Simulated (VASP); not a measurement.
GaP, 2 atoms in the cell. It takes space group F-43m (No. 216, cubic). Conventional cell: a = 5.451 Å, b = 5.451 Å, c = 5.451 Å, α = 90.00°, β = 90.00°, γ = 90.00°. Ga (site symmetry -43m) has 4 P at 2.36 Å as nearest neighbours. P (site symmetry -43m) has 4 Ga at 2.36 Å as nearest neighbours. 

```yaml
Program: VASP 6.6.1
Task: relaxation of cell and atoms
Functional: PBEsol
Dispersion: D4
Potentials_or_basis: VASP PAW PBE potentials, release 64 (Ga_d, P)
Cutoff: 600 eV
k_mesh: 8 × 8 × 8
Occupations: fermi-dirac, width 0.05 eV
Spin: no spin polarisation
Further_INCAR_settings: ALGO = Normal; EDIFF = 1e-07; IBRION = 2; EDIFFG = -0.02; NSW = 40; ISIF = 3
```

Potentials or basis: VASP PAW PBE potentials, release 64 (Ga_d, P).

Launch:

```sh
$ cat potpaw_PBE.64/Ga_d/POTCAR potpaw_PBE.64/P/POTCAR > POTCAR
$ mpirun -np 1 vasp_std > vasp.out
```

Hardware: 1 thread of Intel(R) Xeon(R) Platinum 8488C (Sapphire Rapids), on a shared host.

Problem. How long does it take, and how much memory?

Solution. Run time: 34 s on 1 thread of Intel(R) Xeon(R) Platinum 8488C (Sapphire Rapids), on a shared host, peak memory 0.19 GiB. Counts: scf iterations 30, k points 29, ion steps 3.
